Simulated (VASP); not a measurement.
Sc, 1 atom in the cell. Symmetry: I4/mmm, No. 139, tetragonal system. The conventional cell has a = 3.885 Å, b = 3.885 Å, c = 3.480 Å, α = 90.00°, β = 90.00°, γ = 90.00°. Sc (site symmetry 4/mmm) has 10 Sc at 3.25 to 3.48 Å as nearest neighbours. This isn't the form of Sc at room conditions, which is hcp.

| Item | Value |
| --- | --- |
| Program | VASP 6.6.1 |
| Task | single point |
| Functional | r2SCAN |
| Dispersion | rVV10 |
| Potentials or basis | VASP PAW PBE potentials, release 64 (Sc_sv) |
| Cutoff | 520 eV |
| k mesh | 10 × 10 × 10 |
| Occupations | fermi-dirac, width 0.1 eV |
| Spin | no spin polarisation |
| Hubbard terms | Sc d U = 8.0 eV |
| Dipole correction | no |
| Further INCAR settings | ALGO = Normal; EDIFF = 1e-06; NBANDS = 12 |

Potentials or basis: VASP PAW PBE potentials, release 64 (Sc_sv).

The run is started by

```console
$ cat potpaw_PBE.64/Sc_sv/POTCAR > POTCAR
$ cp INCAR.step1 INCAR
$ mpirun -np 1 vasp_std > vasp.out
$ cp INCAR.step2 INCAR
$ mpirun -np 1 vasp_std > vasp.out
```

Hardware: 1 thread of AMD EPYC 9R45 96-Core Processor (Zen 5), with other jobs on the host.

Problem. Estimate the wall time of this run.

Solution. Run time: 59 s on 1 thread of AMD EPYC 9R45 96-Core Processor (Zen 5), with other jobs on the host, peak memory 0.2 GiB. Counts: scf iterations 8, k points 102.
